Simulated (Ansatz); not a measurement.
**Pb in Ansatz: the effect of functional**

Pb:

```
CELL_PARAMETERS angstrom
0.00000 3.48426 3.48426
3.48426 0.00000 3.48426
3.48426 3.48426 0.00000
ATOMIC_POSITIONS crystal
Pb 0.25000 0.25000 0.25000
Pb 0.00000 0.00000 0.00000
```

This isn't the form of Pb at room conditions, which is fcc.

The cell isn't the ideal one: volume scaled by 1.04.

Alike in all runs:

| Item | Value |
| --- | --- |
| Program | Ansatz 0.2.0 |
| Task | single point |
| Potentials or basis | Ansatz PAW |
| k mesh | 7 × 7 × 7 |
| Occupations | fermi-dirac, width 0.05 eV |
| Spin | no spin polarisation |

```csv
functional,cutoff,pressure (GPa)
LDA,420 eV (not typed: the program's choice for these potentials),?
PBE,420 eV (not typed: the program's choice for these potentials),1.1
PBEsol,420 eV (not typed: the program's choice for these potentials),-0.7
r2SCAN,500 eV (not typed: the program's choice for these potentials),-0.2
```

Question: What does the run with functional LDA give?

Answer: Pressure -1.8 GPa.

Caveats: the PAW data sets come from PBE, with cores solved anew for the run's functional, which leaves a small shift of forces and pressure (some runs).
